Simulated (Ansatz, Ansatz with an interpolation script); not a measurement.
# CdSe (Cadmoselite): quasiparticle bands by Wannier interpolation

Wanted: quasiparticle gap and band widths of CdSe (Cadmoselite) over the whole zone.

Main program and level: Ansatz 0.2.0; r2SCAN, Wannier functions and G0W0, plane waves, PAW.

The database entry behind the starting cell differs from later determinations by our own check (inner coordinate of an old entry), so it need not match the best structure at ambient conditions.

## 1. Starting point

It takes space group P6_3mc (No. 186, hexagonal). Conventional cell: a = 4.300 Å, b = 4.300 Å, c = 7.020 Å, α = 90.00°, β = 90.00°, γ = 120.00°. Cd has 4 Se at 2.61 to 2.70 Å nearest. Nearest to Se lie 4 Cd at 2.61 to 2.70 Å. Farther neighbours and most contacts between anions are not listed.

The cell and positions come from the Crystallography Open Database and are kept as given unless a step says otherwise.

## 2. r2SCAN bands

Levels along a band path, at the cheap level, show where the edges lie and whether the meshes to come will hold them.

This step: DFT, r2SCAN, plane waves, PAW; PAW set soft_1.

File input.yaml:

```yaml
crystal:
  lattice:
    - [4.3, 0.0, 0.0]
    - [-2.15, 3.72390924, 0.0]
    - [0.0, 0.0, 7.02]
  atoms:
    - { symbol: Cd, position: [0.33333333, 0.66666667, 0.0] }
    - { symbol: Cd, position: [0.66666667, 0.33333333, 0.5] }
    - { symbol: Se, position: [0.33333333, 0.66666667, 0.385] }
    - { symbol: Se, position: [0.66666667, 0.33333333, 0.885] }
kpoints:
  mp_grid: { grid: [6, 6, 4] }
  band_path:
    path:
      - [[0.0, 0.0, 0.0], [0.5, 0.0, 0.0], [0.33333333, 0.33333333, 0.0], [0.0, 0.0, 0.0], [0.0, 0.0, 0.5], [0.5, 0.0, 0.5], [0.33333333, 0.33333333, 0.5], [0.0, 0.0, 0.5]]
      - [[0.5, 0.0, 0.5], [0.5, 0.0, 0.0]]
      - [[0.33333333, 0.33333333, 0.5], [0.33333333, 0.33333333, 0.0]]
    npoints: 10
hamiltonian:
  xc: r2scan
  pseudopotentials: { kind: paw, azcp: { folder: soft_1 } }
scf:
  occupations: { method: fermi_dirac, width: 0.02 }
  n_extra_bands: 59
output:
  eigenvalues: true
  fatbands: true
  write_density: true
  write_potential: true
  elf: true
  volumetric_format: npy
```

Started as:

```
$ ansatz run input.yaml --threads 3 --pin off --max-ram 92160MiB --backend cuda --events-out ev --progress --plain --runs-dir out --devices 1 --max-vram 13GiB
```

Numbers of over 12 decimals in the logs are rounded to 6 here.

Log:

```text
scf.n_extra_bands = 59 over 36 filled bands (N_el = 72.0): the run solves 95 bands
GPUs: using 1 of 1 available (devices: 1).
Engine: ansatz 0.2.0, x86_64-unknown-linux-gnu
Pseudopotentials: kind: paw
Pseudopotential: Cd, paw, valence charge 20, recommended cutoff 500 eV (meta_gga), soft_1/Cd.paw.azcp
Pseudopotential: Se, paw, valence charge 16, recommended cutoff 500 eV (meta_gga), soft_1/Se.paw.azcp
Functional definition: r2SCAN
  parameter k0 = 0.174
  parameter k1 = 0.065
  parameter a1 = 4.9479
  exchange = r2scan_x(k0 = k0, k1 = k1, a1 = a1)
  correlation = r2scan_c
device memory: the entry about to start is reckoned to put 4.5 GiB on a device that reports 40.3 GiB free (of which the cap on the GPU budget leaves the run 13.0 GiB)
GPU FFT provider: cuFFT
GPU libraries: cuBLAS 13.8.2, cuFFT 12.4.0, cuSOLVER 12.3.4
Crystal: 4 atoms, lattice volume = 112.410 Å³
Basis set: ecut = 500 eV, 2863 PW (Γ), exchange–correlation on 128×128×216 points (64 copies of the dense FFT grid, shifted against one another)
Bands: 95, of which v1, the nominal top of the filled ones, is band 36 counted from 1 (35 counted from 0)
Symmetry: 12 space group operations
Space group: P63mc (ITA 186), of the structure as read, at distance tolerance 4.8e-5 Å
k-points: 21 of 144 (time reversal used)
Non-local potential: Cd, projectors of the file, l = 0: 3, l = 1: 2, l = 2: 2, l = 3: 1
Non-local potential: Se, projectors of the file, l = 0: 2, l = 1: 2, l = 2: 3, l = 3: 1
PAW form: soft (Blöchl's): semilocal exchange-correlation on the pseudo side does not see the compensation charge
PAW frozen core: Cd, regenerated for the run's functional (the file was generated under x = pbe(κ = 0.804, μ = 0.219515), c = pbe(β = 0.066725))
PAW frozen core: Se, regenerated for the run's functional (the file was generated under x = pbe(κ = 0.804, μ = 0.219515), c = pbe(β = 0.066725))
PAW one-centre angular grid: Cd, 590 points (default); XC on 160 Gauss nodes
PAW one-centre angular grid: Se, 590 points (default); XC on 160 Gauss nodes
Initial density: superposition of atomic densities (chi_scale 0.1, normalization cell, long waves kept (reshape's long-wave potential 0.00 eV rms))
Initial wavefunctions: pseudopotential atomic-orbital guess
GPU buffer pool allocated for 55296 grid points (all kernels)
GPU transforms: local potential and band sums: pruned to the plane-wave sphere, on 32×32×54
Functional: x = r2scan, c = r2scan; τ floored in thin density (d = 2e-4 eV/Å³)
SCF iter   1: F=—  HF=-27496.546119 eV  |F-HF|=—  |Δ(HF+E_count)|=         —  Δρ=5.17e-2  dr2=2.65e0  dr2_τ=5.99e-3  ethr=3.10e-3  ⟨swp⟩=6.0  Hψ=8639  notcnv=0  defer=659
preconditioner: auto → Resta (q_TF=auto, 2.533 Å⁻¹)  ε∞=1.5  [insulator: Δε(μ)=0.765 eV  Ē_g=28.830 eV  σ=0.020 eV  W_gap=1.00  n_scr=34 (ndim 8)  ℏωp=21.0 eV  f_vac=0.161  D(μ)=0.00/eV (n_scr^D=0)  ε∞_Penn≈1.5]
SCF iter   2: F=—  HF=-27495.788306 eV  |F-HF|=—  |Δ(HF+E_count)|=   7.58e-1  Δρ=1.85e-2  dr2=1.98e-1  dr2_τ=2.99e-2  ethr=3.10e-3  ⟨swp⟩=2.0  Hψ=2753  notcnv=0  defer=1095
SCF iter   3: F=—  HF=-27495.783603 eV  |F-HF|=—  |Δ(HF+E_count)|=   4.70e-3  Δρ=9.27e-3  dr2=5.40e-2  dr2_τ=1.15e-3  ethr=2.75e-4  ⟨swp⟩=2.7  Hψ=1898  notcnv=0  defer=1095
SCF iter   4: F=—  HF=-27495.786940 eV  |F-HF|=—  |Δ(HF+E_count)|=   3.34e-3  Δρ=6.14e-4  dr2=2.37e-4  dr2_τ=3.62e-5  ethr=7.50e-5  ⟨swp⟩=2.1  Hψ=1583  notcnv=0  defer=1095
SCF iter   5: F=—  HF=-27495.786521 eV  |F-HF|=—  |Δ(HF+E_count)|=   4.19e-4  Δρ=2.71e-4  dr2=4.37e-5  dr2_τ=3.15e-6  ethr=3.29e-7  ⟨swp⟩=2.0  Hψ=1656  notcnv=0  defer=1095
SCF iter   6: F=—  HF=-27495.787467 eV  |F-HF|=—  |Δ(HF+E_count)|=   9.46e-4  Δρ=8.49e-5  dr2=5.84e-6  dr2_τ=2.58e-7  ethr=6.07e-8  ⟨swp⟩=2.0  Hψ=1745  notcnv=0  defer=1095
SCF iter   7: F=—  HF=-27495.787471 eV  |F-HF|=—  |Δ(HF+E_count)|=   3.58e-6  Δρ=1.37e-5  dr2=1.71e-7  dr2_τ=4.22e-9  ethr=8.11e-9  ⟨swp⟩=2.0  Hψ=1278  notcnv=0  defer=1095
SCF iter   8: F=-27495.787471 eV  HF=-27495.787471 eV  |F-HF|=2.07e-10  |Δ(HF+E_count)|=   1.92e-7  Δρ=1.23e-6  dr2=1.47e-9  dr2_τ=1.36e-10  ethr=1.39e-10  ⟨swp⟩=10.5  Hψ=12504  notcnv=0
SCF 1 converged in 8 iterations: F = -27495.787471 eV  dr2 = 1.47e-9
[...]
device memory: the entry about to start is reckoned to put 3.0 GiB on a device that reports 40.2 GiB free (of which the cap on the GPU budget leaves the run 13.0 GiB)
NSCF: frozen V_eff on 93 k-points
SCF converged after 8 iterations
Free energy (F): -27495.787471 eV
Harris-Foulkes:  -27495.787471 eV  (|F-HF|=2.07e-10)
Internal energy: -27495.787471 eV  (E = F + TS)
E sigma→0 (E₀):  -27495.787471 eV
Fermi energy:    7.606053 eV
--- Per-component energies (eV) ---
  E_band       = -1867.990813
  E_kinetic    = 1104.451963
  E_local      = -13282.286453  (includes V_loc(G=0)·N_el)
  E_nonlocal   = -465.279003
  E_hartree    = 6461.697587
  E_xc         = -459.380526
  E_vxc        = -628.387231  (∫ρ·V_xc dr)
  E_paw        = -12527.329242  (= ΣΔE_a)
  E_vpaw       = -1559.296129  (= ΣTr[D̂ρ^β])
  E_aug_tail   = 0.000019  (compensation charges beyond the density's cutoff)
  E_vtau       = 39.413007  (kinetic-family band-sum trace: ∫τ·v_τ [+ j·A + Jᵃ·Aᵃ] dr)
  E_ewald      = -8323.002766
  E_core_change = -4.659049  (= ΣΔE_core)
  E_smearing   = -0.000000  (= −TS)
  E_closure    = -0.000000  (closes the sum)
  Σ components = -27495.787471   (vs F -27495.787471, Δ=0.00e0)
--- Band table (eV; the first three rows and the last of 21) ---
  k-point 0: bands = [... 32 lower, 6.2787, 6.9878, 7.0015, 7.0015, 8.1921, 9.5953, 13.4071, 13.4071, ... 55 higher]
  k-point 1: bands = [... 32 lower, 6.3780, 6.3780, 6.8885, 6.8885, 9.1423, 9.7016, 13.2039, 13.4832, ... 55 higher]
  k-point 2: bands = [... 32 lower, 6.6265, 6.6265, 6.6265, 6.6265, 9.8048, 9.8048, 13.2790, 13.2790, ... 55 higher]
  k-point 20: bands = [... 32 lower, 4.4736, 4.4736, 5.9258, 5.9258, 11.2825, 11.2825, 13.2238, 13.2238, ... 55 higher]
```

Wall time 17 s (1 × NVIDIA H100 80GB HBM3 (shared by 6 runs) with 3 threads of AMD EPYC 7R13 (Zen 3), shared host); peak memory 1.2 GiB.

This step gave:

* filled bands: 36
* gap: 1.191 eV
* valence top at: Γ
* conduction bottom at: Γ
* least direct gap: 1.191 eV

The gap is direct, at Γ.

The electronic bands at the labelled points (eV, zero at the top of the highest nominally filled band):

| point | band 33 | band 34 | band 35 | band 36 | band 37 | band 38 | band 39 | band 40 |
| --- | --- | --- | --- | --- | --- | --- | --- | --- |
| Γ | -0.72 | -0.01 | 0.00 | 0.00 | 1.19 | 2.59 | 6.41 | 6.41 |
| halfway | -2.12 | -1.36 | -0.45 | -0.43 | 3.07 | 3.88 | 5.61 | 6.36 |
| M | -2.59 | -1.89 | -1.25 | -0.84 | 3.69 | 3.70 | 5.13 | 6.65 |
| halfway | -2.68 | -2.17 | -1.42 | -1.33 | 4.41 | 4.67 | 4.97 | 6.62 |
| K | -3.12 | -1.81 | -1.81 | -1.81 | 4.66 | 5.29 | 5.29 | 7.40 |
| halfway | -2.51 | -1.70 | -0.76 | -0.57 | 3.52 | 4.55 | 5.54 | 5.88 |
| Γ | -0.72 | -0.01 | 0.00 | 0.00 | 1.19 | 2.59 | 6.41 | 6.41 |
| halfway | -0.62 | -0.62 | -0.11 | -0.11 | 2.14 | 2.70 | 6.20 | 6.48 |
| A | -0.38 | -0.38 | -0.38 | -0.38 | 2.80 | 2.80 | 6.28 | 6.28 |
| halfway | -1.36 | -1.36 | -0.92 | -0.92 | 3.84 | 3.84 | 5.41 | 5.41 |
| L | -1.40 | -1.40 | -1.31 | -1.31 | 3.40 | 3.40 | 5.22 | 5.22 |
| halfway | -2.05 | -2.05 | -1.14 | -1.14 | 3.95 | 3.95 | 5.68 | 5.68 |
| H | -2.53 | -2.53 | -1.08 | -1.08 | 4.28 | 4.28 | 6.22 | 6.22 |
| halfway | -1.39 | -1.39 | -1.22 | -1.22 | 4.23 | 4.23 | 5.40 | 5.40 |
| A | -0.38 | -0.38 | -0.38 | -0.38 | 2.80 | 2.80 | 6.28 | 6.28 |
| jump to L | -1.40 | -1.40 | -1.31 | -1.31 | 3.40 | 3.40 | 5.22 | 5.22 |
| halfway | -2.12 | -1.75 | -1.08 | -1.01 | 3.26 | 3.75 | 5.56 | 5.65 |
| M | -2.59 | -1.89 | -1.25 | -0.84 | 3.69 | 3.70 | 5.13 | 6.65 |
| jump to H | -2.53 | -2.53 | -1.08 | -1.08 | 4.28 | 4.28 | 6.22 | 6.22 |
| halfway | -2.96 | -2.04 | -1.44 | -1.44 | 4.81 | 4.81 | 5.12 | 6.91 |
| K | -3.12 | -1.81 | -1.81 | -1.81 | 4.66 | 5.29 | 5.29 | 7.40 |

ELF in the ac plane at fractional y = 0.333, with atoms of Cd and Se within 0.2 Å of it. It is the smooth field of the valence electrons, not physical close to the nuclei.

Ten even steps from '0' (0.02) to '9' (0.93), each cell a mean:
```
21112578756886
31112687413687
41013687302687
41013677645787
31002578888876
10001357888764
00000123333331
00000011111111
01110112333211
12321123576421
24543124798521
36664223687421
56765212454312
56776311232212
56665311111113
45554310000012
23432100000001
01111000000000
00100000111000
01111113454321
11111246777652
11111368888874
```
Columns run along a (4.3 Å), rows up along c (7.0 Å). Atoms in or near the plane, at fractional coordinates: Cd at (0.67, 0.50), Se at (0.67, 0.88).

Valence density in the ac plane at fractional y = 0.333, with atoms of Cd and Se within 0.2 Å of it. It is the smooth field of the valence electrons, not physical close to the nuclei.

Values in e/Å³, 22 rows by 14 columns, each cell a mean:
```
 0  0  0  0  0  0  0  1  2  4  3  1  1  0
 0  0  0  0  0  0  1  2 10 29 16  3  1  0
 0  0  0  0  0  0  1  2 15 44 25  4  1  0
 0  0  0  0  0  0  0  1  4 11  6  2  1  0
 0  0  0  0  0  0  0  1  1  1  1  1  0  0
 0  0  0  0  0  0  0  0  0  1  1  0  0  0
 0  0  0  0  0  0  0  0  0  0  0  0  0  0
 0  0  0  0  0  0  0  0  0  1  1  0  0  0
 0  0  0  0  0  0  0  1  2  4  3  1  0  0
 0  0  0  0  0  0  0  3  8 13 10  4  1  0
 0  0  0  0  0  0  1  5 14 23 18  7  1  0
 0  0  0  0  0  0  1  4 11 18 14  5  1  0
 0  0  0  0  0  0  0  1  4  7  5  2  1  0
 0  0  0  0  0  0  0  0  1  1  1  0  0  0
 0  0  0  0  0  0  0  0  0  0  0  0  0  0
 0  0  0  0  0  0  0  0  0  0  0  0  0  0
 0  0  0  0  0  0  0  0  0  0  0  0  0  0
 0  0  0  0  0  0  0  0  0  0  0  0  0  0
 0  0  0  0  0  0  0  0  0  0  0  0  0  0
 0  0  0  0  0  0  0  0  0  0  0  0  0  0
 0  0  0  0  0  0  0  0  0  0  0  0  0  0
 0  0  0  0  0  0  0  0  1  1  1  0  0  0
```
Columns run along a (4.3 Å), rows up along c (7.0 Å). Atoms in or near the plane, at fractional coordinates: Cd at (0.67, 0.50), Se at (0.67, 0.88).

## 3. Wannier functions (Cd:5s Se:4p) on 12×12×8

Localised functions give a small Hamiltonian that interpolates between mesh points at no cost.

This step: maximally localised Wannier functions, r2SCAN, plane waves, PAW; PAW set soft_1.

input.yaml, the sections that differ from step 2:

```yaml
kpoints:
  mp_grid: { grid: [6, 6, 4] }
scf:
  occupations: { method: fixed }
  n_extra_bands: 59
output:
  wannier:
    kmesh: [12, 12, 8]
    projections: [{ species: Cd, l: s, shell: 5 }, { species: Se, l: p, shell: 4 }]
    minimise: true
    write_hr: true
    seedname: w
    conv_tol: 1.0e-06
    max_iter: 20000
    stability_check: false
    disentanglement:
      window: [2.52, 14.33]
      frozen_window: [2.52, 9.59]
      conv_tol: 1.0e-08
# crystal, hamiltonian: as in step 2
```

Log:

```text
[...]
GPUs: using 1 of 1 available (devices: 1).
[...]
GPU FFT provider: cuFFT
GPU libraries: cuBLAS 13.8.2, cuFFT 12.4.0, cuSOLVER 12.3.4
Crystal: 4 atoms, lattice volume = 112.410 Å³
Basis set: ecut = 500 eV, 2863 PW (Γ), exchange–correlation on 128×128×216 points (64 copies of the dense FFT grid, shifted against one another)
Bands: 95, of which v1, the nominal top of the filled ones, is band 36 counted from 1 (35 counted from 0)
Symmetry: 12 space group operations
[...]
k-points: 21 of 144 (time reversal used)
[...]
GPU buffer pool allocated for 55296 grid points (all kernels)
[...]
SCF iter   1: F=—  HF=-27496.546126 eV  |F-HF|=—  |Δ(HF+E_count)|=         —  Δρ=5.17e-2  dr2=2.65e0  dr2_τ=5.99e-3  ethr=3.10e-3  ⟨swp⟩=4.2  Hψ=6527  notcnv=0  defer=1149
[...]
SCF iter   8: F=-27495.787471 eV  HF=-27495.787471 eV  |F-HF|=1.67e-10  |Δ(HF+E_count)|=   1.95e-7  Δρ=1.23e-6  dr2=1.52e-9  dr2_τ=1.39e-10  ethr=1.39e-10  ⟨swp⟩=11.4  Hψ=13628  notcnv=0
SCF 1 converged in 8 iterations: F = -27495.787471 eV  dr2 = 1.52e-9
[...]
NSCF: frozen V_eff on 21 k-points
the band table was solved once the SCF had ended and its energy, with any forces and stress, was formed, with the checks that follow a solve (7513 applications of the Hamiltonian). They found nothing against the state; the energy, forces and stress were not computed again (output.eigenvalues in the input reference)
[...]
the Wannier pass solved 98 of the 1152 points of its mesh, and has the states at the others by symmetry: states obtained by the crystal's operations at points that were solved too leave a residual of 4.64e-13 eV (read by the count's bands and the next), within 4.76e-6 eV
SCF converged after 8 iterations
Free energy (F): -27495.787471 eV
[...]
Internal energy: -27495.787471 eV  (E = F + TS)
E sigma→0 (E₀):  -27495.787471 eV
Fermi energy:    7.001486 eV
[...]
--- Band table (eV; the first three rows and the last of 21) ---
  k-point 0: bands = [... 32 lower, 6.2787, 6.9878, 7.0015, 7.0015, 8.1921, 9.5953, 13.4071, 13.4071, ... 55 higher]
  k-point 1: bands = [... 32 lower, 6.3780, 6.3780, 6.8885, 6.8885, 9.1423, 9.7016, 13.2039, 13.4832, ... 55 higher]
  k-point 2: bands = [... 32 lower, 6.6265, 6.6265, 6.6265, 6.6265, 9.8048, 9.8048, 13.2790, 13.2790, ... 55 higher]
  k-point 20: bands = [... 32 lower, 4.4736, 4.4736, 5.9258, 5.9258, 11.2825, 11.2825, 13.2238, 13.2238, ... 55 higher]
Wannier search: line search 1 of at most 20000: gauge-dependent spread (as the search counts it) 1.3118633 Å², largest recent change 8.1e-2 Å² against conv_tol 1.0e-6 Å², 0 stops escaped
[...]
```

Elapsed: 48 s, on 1 × NVIDIA H100 80GB HBM3 (shared by 6 runs) with 3 threads; peak memory 2.7 GiB.

This step gave:

```yaml
gauge_invariant_spread: 25.96 Å²
diagonal_spread: 0.1421 Å²
off_diagonal_spread: 1.031 Å²
total_spread: 27.13 Å²
least_projectability: 0.4639
localisation_steps: 693
disentanglement_steps: 271
r_m_s_interpolation_error: 6.38e-4 eV
r_m_s_error_near_the_gap: 8.36e-4 eV
```

Near the gap the model misses directly solved bands by 0.8 meV r.m.s. and by 13 meV at most in the window tested. This tests the starting bands, not the corrections carried with them.

Wannier functions, by row:

| function | x (Å) | y (Å) | z (Å) | spread (Å²) | nearest atom | distance (Å) |
| --- | --- | --- | --- | --- | --- | --- |
| 1 | 0 | 2.483 | 0.076 | 4.597 | Cd1 | 0.076 |
| 2 | 2.15 | 1.241 | 3.586 | 4.597 | Cd2 | 0.076 |
| 3 | 0 | 2.479 | 2.64 | 2.97 | Se3 | 0.063 |
| 4 | 0 | 2.404 | 2.756 | 3.001 | Se3 | 0.095 |
| 5 | 0 | 2.566 | 2.756 | 3 | Se3 | 0.099 |
| 6 | 2.15 | 1.245 | 6.15 | 2.97 | Se4 | 0.063 |
| 7 | 2.15 | 1.32 | 6.266 | 3.001 | Se4 | 0.095 |
| 8 | 2.15 | 1.158 | 6.266 | 3 | Se4 | 0.099 |

Frozen up to 2.59 eV; above it the model need not follow the bands. The electronic bands at the labelled points (eV, zero at the valence-band top):

| point | band 33 | band 34 | band 35 | band 36 | band 37 | band 38 |
| --- | --- | --- | --- | --- | --- | --- |
| Γ | -0.72 | -0.01 | 0.00 | 0.00 | 1.19 | 2.59 |
| halfway | -2.12 | -1.36 | -0.45 | -0.43 | 3.11 | 4.21 |
| M | -2.59 | -1.89 | -1.25 | -0.84 | 3.75 | 4.30 |
| halfway | -2.68 | -2.17 | -1.42 | -1.33 | 4.45 | 4.97 |
| K | -3.12 | -1.81 | -1.81 | -1.81 | 5.29 | 5.29 |
| halfway | -2.51 | -1.70 | -0.76 | -0.57 | 3.57 | 4.60 |
| Γ | -0.72 | -0.01 | 0.00 | 0.00 | 1.19 | 2.59 |
| halfway | -0.62 | -0.62 | -0.11 | -0.11 | 2.14 | 2.70 |
| A | -0.38 | -0.38 | -0.38 | -0.38 | 2.90 | 2.90 |
| halfway | -1.36 | -1.36 | -0.92 | -0.92 | 4.13 | 4.13 |
| L | -1.40 | -1.40 | -1.31 | -1.31 | 3.90 | 3.90 |
| halfway | -2.05 | -2.05 | -1.14 | -1.14 | 4.36 | 4.36 |
| H | -2.53 | -2.53 | -1.08 | -1.08 | 4.71 | 4.71 |
| halfway | -1.39 | -1.39 | -1.22 | -1.22 | 4.40 | 4.40 |
| A | -0.38 | -0.38 | -0.38 | -0.38 | 2.90 | 2.90 |
| jump to L | -1.40 | -1.40 | -1.31 | -1.31 | 3.90 | 3.90 |
| halfway | -2.12 | -1.75 | -1.08 | -1.01 | 3.69 | 4.24 |
| M | -2.59 | -1.89 | -1.25 | -0.84 | 3.75 | 4.30 |
| jump to H | -2.53 | -2.53 | -1.08 | -1.08 | 4.71 | 4.71 |
| halfway | -2.96 | -2.04 | -1.44 | -1.44 | 4.97 | 4.97 |
| K | -3.12 | -1.81 | -1.81 | -1.81 | 5.29 | 5.29 |

The same for Kohn-Sham, solved directly:

| point | band 33 | band 34 | band 35 | band 36 | band 37 | band 38 |
| --- | --- | --- | --- | --- | --- | --- |
| Γ | -0.72 | -0.01 | 0.00 | 0.00 | 1.19 | 2.59 |
| M | -2.59 | -1.89 | -1.25 | -0.84 | 3.69 | 3.70 |
| K | -3.12 | -1.81 | -1.81 | -1.81 | 4.66 | 5.29 |
| Γ | -0.72 | -0.01 | 0.00 | 0.00 | 1.19 | 2.59 |
| A | -0.38 | -0.38 | -0.38 | -0.38 | 2.80 | 2.80 |
| L | -1.40 | -1.40 | -1.31 | -1.31 | 3.40 | 3.40 |
| H | -2.53 | -2.53 | -1.08 | -1.08 | 4.28 | 4.28 |
| A | -0.38 | -0.38 | -0.38 | -0.38 | 2.80 | 2.80 |
| L | -1.40 | -1.40 | -1.31 | -1.31 | 3.40 | 3.40 |
| M | -2.59 | -1.89 | -1.25 | -0.84 | 3.69 | 3.70 |
| H | -2.53 | -2.53 | -1.08 | -1.08 | 4.28 | 4.28 |
| K | -3.12 | -1.81 | -1.81 | -1.81 | 4.66 | 5.29 |

The first set of electronic bands as a text plot (rows in eV, shown from -4.3 to 2.6 only):

```
    2.4 |                  +  +  +
    2.2 |  +
    1.9 | +                 +   +
    1.6 |                    + +
    1.3 |+                    +
    1.0 |
    0.7 |
    0.4 |
    0.1 |                     *
   -0.1 |***               *******
   -0.4 |   **            *      ****                 ***
   -0.7 |**  ****        ** *****   **               **     *
   -1.0 |  *   * **     ** ***       ***     *****  **   *** *
   -1.3 | ***   ****   **   *         *******     ***    * ** *
   -1.6 |  ****    ** **  **     *         *       *     *     *
   -1.9 |      ***  ***    *                *     *       ***  **
   -2.2 |   *     **  ** *        *          *   *        *   *
   -2.5 |    *   **     * *        **         ***      **  ***
   -2.7 |    ****  *   * *        *  *               **      **
   -3.0 |     *     ***  *            *             *          **
   -3.3 |      *        *        *     *
   -3.6 |       ***** **                *          *        *
   -3.9 |   ***     *******     *        *       **       **  ***
   -4.2 |***   *****       *****          *******        *****
         Γ      M    K        Γ   A       L    H       A|L M|H  K
```

(Continued in part 2 of 2.)

[Paths, hosts, dates, memory and timing lines, banners, echoed tables and standing remarks are left out of the program output.]

[Logs are printed without paths, hosts, clocks, repeated set-up lines and the standing remarks that a program may print on its own settings, such as how far it seeks lower states.]

[Runs of the session that timed out or met a known fault of the program may be left out.]

[Hosts, paths, dates, database ids (printed as entryN), source tags and the programs' standing remarks are cut or masked in the printed files.]
